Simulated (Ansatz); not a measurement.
Crystal: TiSi2.

```
Ti Si
1.0
     4.37464    0.00000    0.00000
    -2.18732    3.78855    0.00000
     0.00000    0.00000    2.56101
Ti Si
1 2
Cartesian
  0.0000 0.0000 0.0000
  0.0000 2.5257 1.2805
  2.1873 1.2628 1.2805
```

The cell was built by a generator and needn't be a form met in nature.

Program: Ansatz 0.2.0. Alike in all runs: task single point; level r2SCAN0 form with a typed share of exact exchange; potentials or basis Ansatz PAW; no spin polarisation; cell as given; k mesh 4 × 4 × 6; cutoff (eV) 500; smearing fermi-dirac 0.05 eV; the mesh is coarse, so values aren't converged.

Question: Order these runs on this cell by their pressure, lowest first.
A. share of exact exchange 0.5
B. share of exact exchange 0.15
C. share of exact exchange 0

Answer: A (-5.4 GPa), B (-3.1 GPa), C (-1.2 GPa).

Caveats: all runs use coarse meshes; the PAW data sets come from PBE, with cores solved anew for the run's functional, which leaves a small shift of forces and pressure; the thresholds are loose for stress (some runs).
